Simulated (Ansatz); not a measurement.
SnTe:

```
CELL_PARAMETERS angstrom
3.90470 0.00000 0.00000
0.00000 3.90470 0.00000
0.00000 0.00000 3.90470
ATOMIC_POSITIONS crystal
Te 0.50000 0.50000 0.50000
Sn 0.00000 0.00000 0.00000
```

Measurements of this composition are mostly on another form, of space group No. 225.

* Program: Ansatz 0.2.0
* Task: relaxation of cell and atoms
* Functional: HSE03
* Potentials or basis: Ansatz PAW
* Cutoff: 420 eV (not typed: the program's choice for these potentials)
* k mesh: 4 × 4 × 4
* Occupations: fermi-dirac, width 0.05 eV
* Spin: no spin polarisation

At the start: volume 29.77 Å³/atom.

Where does the relaxation end?

It ends after 4 steps and the volume is 28.98 Å³/atom (-2.7 %); space group Pm-3m (No. 221, to 0.05 Å).

Step by step:
| step | energy change (eV) | largest force (eV/Å) | volume (Å³) |
| --- | --- | --- | --- |
| 1 | 0.0000 | 0.0000 | 59.53 |
| 2 | -0.0043 | 0.0000 | 58.34 |
| 3 | -0.0046 | 0.0000 | 57.96 |
| 4 | -0.0043 | 0.0000 | 57.96 |

Final structure:
```yaml
crystal:
  lattice:
    - [3.86989, 0.00000, 0.00000]
    - [0.00000, 3.86989, 0.00000]
    - [0.00000, 0.00000, 3.86989]
  atoms:
    - { symbol: Te, position: [0.50000, 0.50000, 0.50000] }
    - { symbol: Sn, position: [0.00000, 0.00000, 0.00000] }
```

Caveat: the k mesh is coarse (spacing up to 0.40 Å⁻¹), so the values aren't converged, least of all with exact exchange; the plane-wave basis is chosen anew once the cell has moved, so the energies of steps on either side of that aren't comparable; the PAW data sets come from PBE, with cores solved anew for the run's functional, which leaves a small shift of forces and pressure.
